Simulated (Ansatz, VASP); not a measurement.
One calculation of Au, two programs

Contents of INCAR:

```
SYSTEM = Au
PREC     = Accurate       ! precision mode
ENCUT    = 520            ! plane-wave cutoff, eV
EDIFF    = 1E-6           ! SCF threshold, eV
ISMEAR   = -1             ! smearing method
SIGMA    = 0.08           ! smearing width, eV
LREAL    = .False.        ! projectors in reciprocal space
LASPH    = .True.         ! aspherical terms in the spheres
NELM     = 80             ! most SCF steps
ALGO     = Normal         ! electronic algorithm
ISIF     = 2              ! what is computed and relaxed
LWAVE    = .False.        ! write WAVECAR
LCHARG   = .False.        ! write CHGCAR
GGA      = PE             ! functional
NBANDS   = 18             ! bands
```

KPOINTS

```
Automatic mesh
0
Gamma
  15 15 8
  0 0 0
```

The input POSCAR:

```
Au
1.0
    2.9117187291      0.0000000000      0.0000000000
   -1.4558593645      2.5216223881      0.0000000000
    0.0000000000      0.0000000000      4.9017294074
Au
2
Direct
    0.3333333333      0.6666666667      0.2500000000
    0.6666666667      0.3333333333      0.7500000000
```

Input for Ansatz:

```yaml
crystal:
  lattice:
    - [2.9117187291, 0.0, 0.0]
    - [-1.4558593645, 2.5216223881, 0.0]
    - [0.0, 0.0, 4.9017294074]
  atoms:
    - { symbol: Au, position: [0.3333333333, 0.6666666667, 0.25] }
    - { symbol: Au, position: [0.6666666667, 0.3333333333, 0.75] }
kpoints:
  mp_grid: { grid: [15, 15, 8] }
scf:
  occupations: { method: fermi_dirac, width: 0.08 }
hamiltonian:
  xc: pbe
  pseudopotentials: { kind: all_electron, datasets: crystal }
output:
  forces: true
  stress: true
  eigenvalues: true
```

Change from the starting cell: volume scaled by 1, crystal datasets.

Alike in both runs: task single point; functional PBE; k mesh 15 × 15 × 8; occupations fermi-dirac, width 0.08 eV; no spin polarisation.

|  | VASP | Ansatz |
| --- | --- | --- |
| version | VASP 6.6.1 | Ansatz 0.2.0 |
| potentials or method | VASP PAW PBE potentials, release 64 (Au) | all-electron PAW with datasets made for the crystal, scalar-relativistic |
| plane-wave cutoff (eV) | 520 | see its input |

```tsv
	VASP	Ansatz	Ansatz less VASP
pressure (GPa)	-0.3	0.0	+0.22
```

Ansatz ran all-electron here, so the differences hold the error of VASP's frozen core and of both bases.

The runs have no spin-orbit coupling, so splittings on Au are missing.
